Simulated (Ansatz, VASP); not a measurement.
HgS in VASP and in Ansatz

INCAR

```
SYSTEM = HgS
PREC = Accurate ; ENCUT = 520
EDIFF = 1E-7 ; ISMEAR = -1
SIGMA = 0.05 ; LREAL = .False.
LASPH = .True. ; NELM = 100
ALGO = Normal ; ISIF = 2
LWAVE = .False. ; LCHARG = .False.
GGA = PE ; NBANDS = 16
```

Contents of KPOINTS:

```
Automatic mesh
0
Gamma
  8 8 8
  0 0 0
```

File POSCAR:

```
HgS
1.0
    0.0000000000      2.8661220162      2.8661220162
    2.8661220162      0.0000000000      2.8661220162
    2.8661220162      2.8661220162      0.0000000000
Hg S
1 1
Direct
    0.0000000000      0.0000000000      0.0000000000
    0.7500000000      0.7500000000      0.7500000000
```

File input.yaml:

```yaml
crystal:
  lattice:
    - [0.0, 2.8661220162, 2.8661220162]
    - [2.8661220162, 0.0, 2.8661220162]
    - [2.8661220162, 2.8661220162, 0.0]
  atoms:
    - { symbol: Hg, position: [0.0, 0.0, 0.0] }
    - { symbol: S, position: [0.75, 0.75, 0.75] }
hamiltonian:
  xc: pbe
  pseudopotentials: { kind: paw }
kpoints:
  mp_grid: { grid: [8, 8, 8] }
scf:
  occupations: { method: fermi_dirac, width: 0.05 }
output:
  forces: true
  stress: true
  eigenvalues: true
  write_density: true
  write_potential: true
  elf: true
  volumetric_format: npy
```

Change from the starting cell: volume scaled by 0.94.

Alike in both runs: task single point; functional PBE; k mesh 8 × 8 × 8; occupations fermi-dirac, width 0.05 eV; no spin polarisation.

|  | VASP | Ansatz |
| --- | --- | --- |
| version | VASP 6.6.1 | Ansatz 0.2.0 |
| potentials or method | VASP PAW PBE potentials, release 64 (Hg, S) | Ansatz PAW |
| plane-wave cutoff (eV) | 520 | 420 |
| valence electrons in the cell | 18 | 26 |

Ansatz gave:

```
gap on the k mesh at the Fermi level (eV) : none
pressure (GPa)                            : 9.3
```

**Question.** Estimate VASP's values.

**Answer.** gap on the k mesh at the Fermi level (eV): none; pressure (GPa): 9.7.

A gap of «none» marks a metal or a gap that the smearing closes. With one functional, cell and mesh, what is left measures potentials, basis and numerics. The two sets of potentials don't hold the same shells in valence.

The runs have no spin-orbit coupling, so splittings on Hg are missing.
